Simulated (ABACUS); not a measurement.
# Si (I4/mmm) in ABACUS: notebook, part 2 of 2

ABACUS 3.10.1. Earlier steps stand in the parts before.

## 4. Single point, PBE

File INPUT:

```
INPUT_PARAMETERS
suffix              Si
calculation         scf
basis_type          lcao
pseudo_dir          ./
orbital_dir         ./
symmetry            1
dft_functional      pbe
ecutwfc             100
pseudo_rcut         7
nspin               1
nbands              6
ks_solver           genelpa
smearing_method     fd
smearing_sigma      0.00367493
scf_thr             1e-07
scf_nmax            100
mixing_type         broyden
mixing_beta         0.7
cal_force           1
cal_stress          1
out_mul             1
```

File STRU:

```
ATOMIC_SPECIES
Si 28.0850 Si.upf

NUMERICAL_ORBITAL
Si_confined-atom_7au_3s3p2d1f.orb

LATTICE_CONSTANT
5.0129327690

LATTICE_VECTORS
-0.6132983998 0.6132983998 0.4977249697
0.6132983998 -0.6132983998 0.4977249697
0.6132983998 0.6132983998 -0.4977249697

ATOMIC_POSITIONS
Cartesian

Si
0.0
1
0.0000000000 0.0000000000 0.0000000000 1 1 1
```

File KPT:

```
K_POINTS
0
Gamma
9 9 9 0 0 0
```

Potentials or basis: PseudoDojo NC SR 0.4.1 PBE standard, TZDP LCAO (the cutoffs set its grid).

Run with:

```
> OMP_NUM_THREADS=1 mpirun -np 4 abacus > log
```

running log:

```text
ABACUS v3.10.1

               Atomic-orbital Based Ab-initio Computation at UStc

 ------------------------------------------------------------------------------------

 READING GENERAL INFORMATION
                           global_out_dir = OUT.Si/
                           global_in_card = INPUT
                               pseudo_dir = ./
                              orbital_dir = ./
                                    DSIZE = 4
                                    GSIZE = 1

 READING UNITCELL INFORMATION
                                    ntype = 1
                  lattice constant (Bohr) = 5.01293
              lattice constant (Angstrom) = 2.65273

 READING ATOM TYPE 1
                               atom label = Si
                      L=0, number of zeta = 3
                      L=1, number of zeta = 3
                      L=2, number of zeta = 2
                      L=3, number of zeta = 1
             number of atom for this type = 1

                        TOTAL ATOM NUMBER = 1
CARTESIAN COORDINATES ( UNIT =       5.012932769000 Bohr ).
    atom                   x                   y                   z     mag                  vx                  vy                  vz
tauc_Si1            0.0000000000        0.0000000000        0.0000000000  0.0000        0.0000000000        0.0000000000        0.0000000000

                          Volume (Bohr^3) = 94.3341
                             Volume (A^3) = 13.9789

 Lattice vectors: (Cartesian coordinate: in unit of a_0)
            -0.613298           +0.613298           +0.497725
            +0.613298           -0.613298           +0.497725
            +0.613298           +0.613298           -0.497725
 Reciprocal vectors: (Cartesian coordinate: in unit of 2 pi/a_0)
                   +0           +0.815264            +1.00457
            +0.815264                  +0            +1.00457
            +0.815264           +0.815264                  +0
 The esolver type has been set to : ksdft_lcao

                PAO radial cut off (Bohr) = 7

[... 192 lines left out ...]
                dimension of extened grid = [ 39, 39, 35 ]
                            UnitCellTotal = 125
              Atom number in sub-FFT-grid = 1
    Local orbitals number in sub-FFT-grid = 29
                                ParaV.nnr = 44775
                                 init_chg = atomic

 LCAO ALGORITHM --------------- ION=   1  ELEC=   1--------------------------------

 Density error is 0.0644590276051
----------------------------------------------------------
     Energy           Rydberg                 eV
----------------------------------------------------------
 E_KohnSham     -8.4270627914        -114.6560713669
 E_Harris       -8.4155845584        -114.4999019945
 E_Fermi        0.8172305604         11.1189922014
----------------------------------------------------------
[... 58 lines left out ...]
 Density error is 4.36491983925e-08
----------------------------------------------------------
     Energy           Rydberg                 eV
----------------------------------------------------------
 E_KohnSham     -8.4270226493        -114.6555252061
 E_KS(sigma->0) -8.4269284702        -114.6542438330
 E_Harris       -8.4270226412        -114.6555250955
 E_band         1.5717550950         21.3848251525
 E_one_elec     4.8253496993         65.6522507528
 E_Hartree      0.0345445075         0.4700021367
 E_xc           -3.1534017192        -42.9042314643
 E_Ewald        -10.1333267786       -137.8709838852
 E_entropy(-TS) -0.0001883583        -0.0025627462
 E_descf        0.0000000000         0.0000000000
 E_exx          0.0000000000         0.0000000000
 E_Fermi        0.8132454664         11.0647722159
----------------------------------------------------------

 charge density convergence is achieved
 final etot is -114.65552521 eV
 EFERMI = 11.064772216 eV

 STATE ENERGY(eV) AND OCCUPATIONS    NSPIN == 1
 1/75 kpoint (Cartesian) = 0.0000 0.0000 0.0000 (393 pws)
       1       -3.56976     0.00274348
       2        20.8154    5.56875e-88
       3        21.3460        0.00000
       4        21.3460        0.00000
       5        24.2042        0.00000
       6        25.0999        0.00000
[... 33 lines left out ...]
 6/75 kpoint (Cartesian) = -0.090585 -0.090585 0.22324 (398 pws)
       1       -2.21147      0.0219479
       2        17.6320    1.98968e-59
       3        18.0470    4.94544e-63
       4        18.9151    1.42746e-70
       5        22.7041        0.00000
       6        23.3897        0.00000

[... levels at 69 further k points ...]

 correction force for each atom along direction 1 is 1.11922e-15
 correction force for each atom along direction 2 is -5.02543e-16
 correction force for each atom along direction 3 is -2.78408e-15
------------------------------------------------------------------------------------------
 TOTAL-FORCE (eV/Angstrom)
------------------------------------------------------------------------------------------
                       Si1         0.0000000000         0.0000000000         0.0000000000
------------------------------------------------------------------------------------------

----------------------------------------------------------------
 TOTAL-STRESS (KBAR)
----------------------------------------------------------------
        33.1275419621         0.0000000000        -0.0000000000
         0.0000000000        33.1275419621        -0.0000000000
         0.0000000000         0.0000000000        63.7502830456
----------------------------------------------------------------
 TOTAL-PRESSURE: 43.335122 KBAR

 --------------------------------------------
 !FINAL_ETOT_IS -114.6555252061097150 eV
 --------------------------------------------
```

stdout:

```text
ABACUS v3.10.1

               Atomic-orbital Based Ab-initio Computation at UStc

 UNIFORM GRID DIM        : 32 * 32 * 32
 UNIFORM GRID DIM(BIG)   : 8 * 8 * 8
[... 25 lines left out ...]
----------------------------------------------------------------
 TOTAL-STRESS (KBAR)
----------------------------------------------------------------
        33.1275419621         0.0000000000        -0.0000000000
         0.0000000000        33.1275419621        -0.0000000000
         0.0000000000         0.0000000000        63.7502830456
----------------------------------------------------------------
 TOTAL-PRESSURE: 43.335122 KBAR
```

mulliken.txt:

```text
 0
CALCULATE THE MULLIkEN ANALYSIS FOR EACH ATOM
 Total charge:	4
Decomposed Mulliken populations
0                             Zeta of Si              Spin 1
s                                      0              1.5293
[... 30 lines left out ...]
SUM OVER M+Zeta                                       0.7620

fz^3                                   0              0.0313
fxz^2                                  0              0.0270
fyz^2                                  0              0.0238
fzx^2-zy^2                             0              0.0163
fxyz                                   0              0.0419
fx^3-3*xy^2                            0              0.0329
f3yx^2-y^3                             0              0.0236
SUM OVER M                                            0.1967
SUM OVER M+Zeta                                       0.1967

SUM OVER M+Zeta+L                                     4.0000

Total Charge on atom:                 Si              4.0000
```

Wall time 7.7 s (4 MPI ranks of AMD EPYC 7R43 (Zen 3), shared host); peak memory 0.36 GiB.

Results:

```yaml
Free_energy: -114.6555 eV
Pressure: 4.3 GPa
Band_gap_on_the_k_mesh: none (metal or under the smearing width)
```

Stress tensor (GPa, compression positive):
```
3.31 0.00 0.00
0.00 3.31 0.00
0.00 0.00 6.38
```

Caveat: the atomic orbitals were generated for these runs and aren't a published set; the basis of atomic orbitals isn't converged, which shifts pressures, moduli and gaps.

## 5. Single point, PBE

File INPUT:

```
INPUT_PARAMETERS
suffix              Si
calculation         scf
basis_type          pw
pseudo_dir          ./
symmetry            1
dft_functional      pbe
ecutwfc             36
pseudo_rcut         7
nspin               1
nbands              6
ks_solver           dav
smearing_method     fd
smearing_sigma      0.00367493
scf_thr             1e-08
scf_nmax            100
mixing_type         broyden
mixing_beta         0.7
cal_force           1
cal_stress          1
kpar                4
```

STRU: that of step 4 with these lines changed.

```diff
@@ -2,5 +2,2 @@
 Si 28.0850 Si.upf
-
-NUMERICAL_ORBITAL
-Si_confined-atom_7au_3s3p2d1f.orb
```

KPT is that of step 4.

Potentials or basis: PseudoDojo NC SR 0.4.1 PBE standard, plane waves.

Run with:

```
> OMP_NUM_THREADS=1 mpirun -np 4 abacus > log
```

running log:

```text
ABACUS v3.10.1

               Atomic-orbital Based Ab-initio Computation at UStc

 ------------------------------------------------------------------------------------

 READING GENERAL INFORMATION
                           global_out_dir = OUT.Si/
                           global_in_card = INPUT
                               pseudo_dir = ./
                              orbital_dir =
                                    DSIZE = 4
                                    GSIZE = 1

 READING UNITCELL INFORMATION
                                    ntype = 1
                  lattice constant (Bohr) = 5.01293
              lattice constant (Angstrom) = 2.65273

 READING ATOM TYPE 1
                               atom label = Si
[... 289 lines left out ...]
       1       -3.57845     0.00274348
       2        20.7393    2.15842e-87
       3        21.3380        0.00000
       4        21.3380        0.00000
       5        24.1568        0.00000
       6        25.0993        0.00000
[... 33 lines left out ...]
 6/19 kpoint (Cartesian) = -0.090585 -0.090585 0.22324 (340 pws)
       1       -2.21291      0.0219479
       2        17.6116    2.53768e-59
       3        18.0253    6.47418e-63
       4        18.8887    2.04685e-70
       5        22.6594        0.00000
       6        23.3533        0.00000

[... levels at 13 further k points ...]

------------------------------------------------------------------------------------------
 TOTAL-FORCE (eV/Angstrom)
------------------------------------------------------------------------------------------
                       Si1         0.0000000000         0.0000000000         0.0000000000
------------------------------------------------------------------------------------------

----------------------------------------------------------------
 TOTAL-STRESS (KBAR)
----------------------------------------------------------------
        28.7063593437         0.0000000000         0.0000000000
         0.0000000000        28.7063593437        -0.0000000000
        -0.0000000000        -0.0000000000        59.6136014795
----------------------------------------------------------------
 TOTAL-PRESSURE: 39.008773 KBAR

 --------------------------------------------
 !FINAL_ETOT_IS -114.6705172729866007 eV
 --------------------------------------------
```

It took 2.3 s on 4 MPI ranks of AMD EPYC 7R43 (Zen 3), shared host; peak memory 0.32 GiB.

Results:

```
Free energy            : -114.6705 eV
Pressure               : 3.9 GPa
Band gap on the k mesh : none (metal or under the smearing width)
```

Stress tensor (GPa, compression positive):
```
2.87 0.00 0.00
0.00 2.87 0.00
0.00 0.00 5.96
```

## 6. Summary

```tsv
potentials or basis	cutoff (eV)	orbital files	SCF threshold on the density	eigensolver	gap on the mesh (eV)	pressure (GPa)
PseudoDojo NC SR 0.4.1 PBE standard, DZP LCAO (the cutoffs set its grid)	1361	Si Si_confined-atom_7au_2s2p1d.orb	1e-07	genelpa	none	4.5
PseudoDojo NC SR 0.4.1 PBE standard, TZDP LCAO (the cutoffs set its grid)	1361	Si Si_confined-atom_7au_3s3p2d1f.orb	1e-07	genelpa	none	4.3
PseudoDojo NC SR 0.4.1 PBE standard, plane waves	490	-	1e-08	dav	none	3.9
```

Alike in all rows: task single point; level PBE; no spin polarisation; cell as given; k mesh 9 × 9 × 9; smearing fermi-dirac 0.05 eV.

Caveats: the atomic orbitals were generated for these runs and aren't a published set (some runs); the basis of atomic orbitals isn't converged, which shifts pressures, moduli and gaps (some runs).

Absolute energies hang on the potentials; compare differences alone.
